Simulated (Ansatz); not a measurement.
Here is an Ansatz 0.2.0 calculation.

input.yaml

```yaml
crystal:
  lattice:
    - [2.9065, 0.0, 0.0]
    - [-1.45325, 2.5171028361, 0.0]
    - [0.0, 0.0, 2.8366]
  atoms:
    - { symbol: W, position: [0.0, 0.0, 0.0] }
    - { symbol: C, position: [0.6666666667, 0.3333333333, 0.5] }
kpoints:
  mp_grid: { grid: [10, 10, 9] }
  band_path:
    path:
      - [0.0, 0.0, 0.0]
      - [0.5, 0.0, 0.0]
      - [0.3333333333, 0.3333333333, 0.0]
      - [0.0, 0.0, 0.0]
      - [0.0, 0.0, 0.5]
      - [0.5, 0.0, 0.5]
      - [0.3333333333, 0.3333333333, 0.5]
      - [0.0, 0.0, 0.5]
    npoints: 8
scf:
  occupations: { method: fermi_dirac, width: 0.05 }
hamiltonian:
  xc: revpbe
  pseudopotentials: { kind: all_electron, lapw: { basis_error: 0.001 } }
output:
  forces: true
  stress: true
  eigenvalues: true
```

Potentials or basis: all-electron LAPW, scalar-relativistic.

The run is started by

```console
$ ansatz run input.yaml --threads 1 --pin off --max-ram 3072MiB --backend cpu --events-out ev --progress --plain --runs-dir out
```

(1) Estimate the pressure.

(2) Estimate the band gap along the path.

Results:

(1) 8.9 GPa.

(2) none (metal or under the smearing width).

Caveat: spin-orbit coupling is left out, which moves the levels of the heavy elements.
